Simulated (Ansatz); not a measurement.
# Te2Mo monolayer (2H): modes against biaxial strain in the plane of the sheet, part 3 of 3

Aim: how do the optical modes of Te2Mo monolayer (2H) shift and split under this strain?

Ansatz 0.2.0; DFT PBEsol, scalar-relativistic, plane waves, PAW; PAW set soft_1.

So far, highest optical mode at the zone centre (no LO-TO term) (cm⁻¹): step 4 (zone-centre response at rest) 295; step 6 (strain 5 %) 285.

### Step 7. Relaxation of a member: biaxial strain of -3 % in the plane of the sheet

The cell takes a biaxial strain of -3 % in the plane of the sheet. The cell is held, and the atoms relax in it.

Contents of input.yaml:

```yaml
crystal:
  lattice:
    - [3.3862468047, 0.0, 0.0]
    - [-1.6931234024, 2.9325757564, 0.0]
    - [0.0, 0.0, 31.0]
  atoms:
    - { symbol: Mo, position: [0.3333333333, 0.6666666667, 0.3225806452] }
    - { symbol: Te, position: [0.6666666667, 0.3333333333, 0.3816505027] }
    - { symbol: Te, position: [0.6666666667, 0.3333333333, 0.2635107877] }
  periodic: [true, true, false]
kpoints:
  mp_grid: { grid: [9, 9, 1] }
hamiltonian:
  xc: pbesol
  pseudopotentials: { kind: paw, azcp: { folder: soft_1 }, xc_functional: pbe }
scf:
  occupations: { method: gaussian, width: 0.02 }
output:
  forces: true
  stress: true
  eigenvalues: true
relax:
  adjacent_minimum: "off"
  f_tol: 0.001
  max_steps: 60
```

Started as:

```
> ansatz run input.yaml --threads 4 --pin off --max-ram 16384MiB --backend cpu --events-out ev --progress --plain --runs-dir out
```

Numbers of over 12 decimals in the logs are rounded to 6 here.

Log:

```text
[...]
Crystal: 3 atoms, lattice volume = 307.843 Å³
Basis set: ecut = 420 eV, 6043 PW (Γ), exchange–correlation on 48×48×432 points (8 copies of the dense FFT grid, shifted against one another)
Bands: 28, of which v1, the nominal top of the filled ones, is band 23 counted from 1 (22 counted from 0)
Symmetry: 12 space group operations
[...]
--- Relaxed structure (5 steps of the walk, 4 accepted, 0 SCFs on fresh bases) ---
  F+E_penalty+E_count = -18701.41504960 eV   max|allowed force component| = 1.001e-4 eV/Å
  cell:  # Å, volume = 307.8432 Å³
    - [3.386247, 2.8867400172654334e-11, 0.0]
    - [-1.693123, 2.932576, 0.0]
    - [0.0, 0.0, 31.0]
  atoms:
    - { symbol: Mo, position: [0.333333, 0.666667, 0.3225806452] }
    - { symbol: Te, position: [0.666667, 0.333333, 0.382116] }
    - { symbol: Te, position: [0.666667, 0.333333, 0.263045] }
[key lines of the parts left out:]
SCF converged after 2 iterations
Free energy (F): -18701.415050 eV
Fermi energy:    -4.176084 eV
P = ½ c Tr σ = 3.7997 N/m
```

Elapsed: 15 s, on 4 threads of Arm Neoverse V1, shared host; peak memory 0.6 GiB.

The steps of the relaxation:

```csv
step,energy less that of the first step (eV),largest force component (eV/Å)
1,0.0000,0.2086
2,0.0176,0.5218
3,-0.0030,0.0078
4,-0.0030,0.0001
5,-0.0030,0.0001
```

Relaxation step 2 was tried and not accepted.

The run keeps the 12 symmetry operations that it works with, so distortions that break them were not tested.

The atoms that moved most (Å):

```csv
atom,dx,dy,dz,length
Te2,0.000,0.000,0.014,0.014
Te3,0.000,0.000,-0.014,0.014
```

The relaxed structure:

```xyz
3
Lattice="3.3862 0.0000 0.0000 -1.6931 2.9326 0.0000 0.0000 0.0000 31.0000" Properties=species:S:1:pos:R:3
Mo    0.0000    1.9551   10.0000
Te    1.6931    0.9775   11.8456
Te    1.6931    0.9775    8.1544
```

Numbers from this step:

- gap on the k-mesh: 1.173 eV
- area per atom: 3.31 Å²

The largest force component left is 0.10 meV/Å.

### Step 8. Zone-centre modes of the member: biaxial strain of -3 % in the plane of the sheet

The zone-centre modes follow for biaxial strain of -3 % in the plane of the sheet.

input.yaml, the sections that differ from step 7:

```yaml
crystal:
  lattice:
    - [3.3862468047, 0.0, 0.0]
    - [-1.6931234024, 2.9325757564, 0.0]
    - [0.0, 0.0, 31.0]
  atoms:
    - { symbol: Mo, position: [0.3333333333, 0.6666666667, 0.3225806452] }
    - { symbol: Te, position: [0.6666666667, 0.3333333333, 0.3821159856] }
    - { symbol: Te, position: [0.6666666667, 0.3333333333, 0.2630453048] }
  periodic: [true, true, false]
scf:
  occupations: { method: fixed }
output:
  eigenvalues: true
phonons:
  method: dfpt
# kpoints, hamiltonian: as in step 7
# relax: removed
```

Log:

```text
[...]
Crystal: 3 atoms, lattice volume = 307.843 Å³
Basis set: ecut = 420 eV, 6043 PW (Γ), exchange–correlation on 48×48×432 points (8 copies of the dense FFT grid, shifted against one another)
Bands: 28, of which v1, the nominal top of the filled ones, is band 23 counted from 1 (22 counted from 0)
Symmetry: 12 space group operations
[...]
k-point 24: bands = [... 19 lower, -7.8817, -7.1926, -6.1780, -5.1335, -3.5710, -2.7329, -2.6703, -1.1027, ... 1 higher]
  ° read free of the cell's end (the report's vacuum.weakly_bound_levels)
[...]
ASR residual: 3.539e-4 → 0.000e0 eV/Å²; symmetrization residual: 2.197e-5 eV/Å²
[...]
ASR residual per site (eV/Å²): 3.54e-4 6.61e-5 6.83e-5
  Γ frequencies (cm⁻¹): 0.00 0.00 0.00 118.61 118.61 173.83 239.99 239.99 297.51
[...]
[key lines of the parts left out:]
SCF converged after 12 iterations
Free energy (F): -18701.415050 eV
Fermi energy:    -4.762585 eV
```

Run time: 48 s. Hardware: 4 threads; peak memory 1.1 GiB; 3 min of CPU time.

Numbers from this step:

```
sum-rule residual before enforcement                    : 3.54e-4 eV/Å²
highest optical mode at the zone centre (no LO-TO term) : 297.5 cm⁻¹
lowest optical zone-centre mode                         : 118.6 cm⁻¹
```

Without the LO-TO term. Patterns of degenerate modes are one choice out of their space. Modes at Γ, with each element's share of the kinetic energy:

```
mode  frequency (cm⁻¹)  symmetry  Mo %  Te %
   1               0.0  acoustic    27    73
   2               0.0  acoustic    27    73
   3               0.0  acoustic    27    73
   4             118.6       E''     0   100
   5             118.6       E''     0   100
   6             173.8       A1'     0   100
   7             240.0        E'    73    27
   8             240.0        E'    73    27
   9             297.5      A2''    73    27
```

The lowest optical mode is real, 119 cm⁻¹, and the highest lies at 297.5 cm⁻¹.

### Step 9. All members side by side

The members are set side by side, also those not shown above.

Energies are extrapolated to zero smearing, and E0 is that at rest; the cell is clamped and the atoms are relaxed. State of the crystal along the series:

```csv
strain (%),E - E0 (meV/atom),gap on mesh (eV)
-3,23.45,1.173
-2,10.19,1.265
-1,2.492,1.296
0,0,1.203
1,2.389,1.116
2,9.358,1.033
3,20.65,0.9575
4,36.02,0.8882
5,55.26,0.8255
```

Optical modes are counted from below at rest and tracked from member to member by their patterns, and modes that stay within 0.3 cm⁻¹ of each other stand once; labels, where given, are those at rest; the cell is clamped and the atoms are relaxed. Optical modes along the series:

```csv
strain (%),optical mode 1 E'' (cm⁻¹),optical mode 2 A1' (cm⁻¹),optical mode 3 E' (cm⁻¹),optical mode 4 A2'' (cm⁻¹)
-3,118.6,173.8,240,297.5
-2,118.6,173.7,239.8,297.1
-1,118.5,173.5,239.2,296.3
0,118.2,173.3,238.2,295.3
1,117.7,173.2,236.8,293.9
2,117.1,173,235,292.1
3,116.3,172.8,232.9,290
4,115.4,172.5,230.4,287.6
5,114.3,172.3,227.6,284.8
```

Value and slope at zero strain of a cubic (a lower polynomial where under five rows exist) through the rows within 2 % of rest. Slopes at rest:

| mode | frequency (cm⁻¹) | shift per percent of strain (cm⁻¹) |
| --- | --- | --- |
| optical mode 1 E'' | 118.2 | -0.38 |
| optical mode 2 A1' | 173.3 | -0.19 |
| optical mode 3 E' | 238.2 | -1.21 |
| optical mode 4 A2'' | 295.3 | -1.24 |

### Step 10. Outcome

```json
{"members": "9", "highest optical mode at the zone centre (no LO-TO term), at rest": "295.3 cm⁻¹", "optical mode 1 E'', shift per percent": "-0.38 cm⁻¹", "optical mode 2 A1', shift per percent": "-0.19 cm⁻¹", "optical mode 3 E', shift per percent": "-1.21 cm⁻¹", "optical mode 4 A2'', shift per percent": "-1.24 cm⁻¹"}
```

What this shows: Within 2 % of rest optical mode 1 E'', optical mode 3 E' and optical mode 4 A2'' bend away from a straight line, so a single slope holds only near rest. These are harmonic frequencies at zero temperature: anharmonic shifts, linewidths and thermal expansion are left out. Spin-orbit coupling is left out, which can matter for the heavy elements here. The starting cell was built on a prototype and not taken from a measurement. The PAW files were made for PBE; the program adapts parts of them to the functional of the run, but their partial waves stay those of PBE, an approximation that was not tested in this session. Only the zone centre was solved, so an instability at another wavevector cannot show here. In a sheet the LO-TO splitting vanishes at the zone centre, so no such term is missing here.

[Logs are printed without paths, hosts, clocks, repeated set-up lines and the standing remarks that a program may print on its own settings, such as how far it seeks lower states.]

[Hosts, paths, dates, database ids (printed as entryN), source tags and the programs' standing remarks are cut or masked in the printed files.]
